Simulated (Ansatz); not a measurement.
Fe: reading a single point

```
Fe
1.0
    -2.90402   -0.09223    2.85719
     2.85982    0.02198    2.81300
     0.05710    2.83424   -0.03512
Fe
4
Direct
  0.99015 0.00383 0.99296
  0.00861 0.51661 0.49388
  0.50411 0.02676 0.51873
  0.48599 0.49775 0.94333
```

Method: PBE, spin-orbit coupling; PAW, plane waves to 420 eV, 5×5×6 (shifted by 0.5, 0.5, 0.5 steps) mesh, fermi-dirac occupations (width 0.1 eV) (Ansatz 0.2.0), atoms fixed.

Magnetic state (reached from a saved solution, and it need not be the lowest): Fe1 along (-0.14, 0.91, 0.39), Fe2 along (-0.14, 0.91, 0.39), Fe3 along (-0.14, 0.91, 0.39), Fe4 along (-0.14, 0.91, 0.39).

(1) Is the cell too large or too small?

(2) How large are the moments?

(3) What happens at the Fermi level?

(4) Where is the largest force?

Origin: a strained cell with displaced atoms, so it need not be a known compound. Caveats: the k mesh is coarse if the cell is a metal; atoms or cell far from equilibrium; the SCF threshold is loose for a stress.

Results:

(1) The pressure is -1.5 GPa (compression positive), so with the atoms held at these fractions the cell would first shrink; the forces are large, so a full relaxation may end otherwise. The principal stresses -6.9, -0.4, 2.8 GPa differ, so its shape would change too.

(2) Fe1 2.18, Fe2 2.13, Fe3 2.08, Fe4 2.05 μB of spin moment in Bader basins; net size 8.44 μB a cell.

(3) It is a metal, with about 4.3 states/eV a cell as the mean within 0.25 eV of the Fermi level, mostly Fe d (91 %).

(4) The largest is on Fe4: 1.88 eV/Å, components (0.11, 1.46, 1.18). It makes 144° with the line to a nearest neighbour, Fe3 at 2.26 Å, pointing away from it.
